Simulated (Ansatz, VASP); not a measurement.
**BiTe in VASP and in Ansatz**

```
CELL_PARAMETERS angstrom
3.84020 0.00000 0.00000
0.00000 3.84020 0.00000
0.00000 0.00000 3.84020
ATOMIC_POSITIONS crystal
Bi 0.00000 0.00000 0.00000
Te 0.50000 0.50000 0.50000
```

Alike in both runs: task single point; functional PBE; k mesh 10 × 10 × 10; occupations gaussian, width 0.05 eV; no spin polarisation.

|  | VASP | Ansatz |
| --- | --- | --- |
| version | VASP 6.6.1 | Ansatz 0.2.0 |
| potentials or method | VASP PAW PBE potentials, release 64 (Bi_d, Te) | scalar-relativistic, plane waves, PAW |
| plane-wave cutoff (eV) | 520 | 420 |
| valence electrons in the cell | 21 | 31 |

```tsv
	VASP	Ansatz	Ansatz less VASP
gap on the k mesh at the Fermi level (eV)	none	none	-
pressure (GPa)	3.6	3.7	+0.08
```

A gap of «none» marks a metal or a gap that the smearing closes. The functional is the same, so the differences come from potentials, cutoffs and numerics. The two sets of potentials don't hold the same shells in valence.

Caveats: spin-orbit coupling is left out, which moves the levels of the heavy elements.
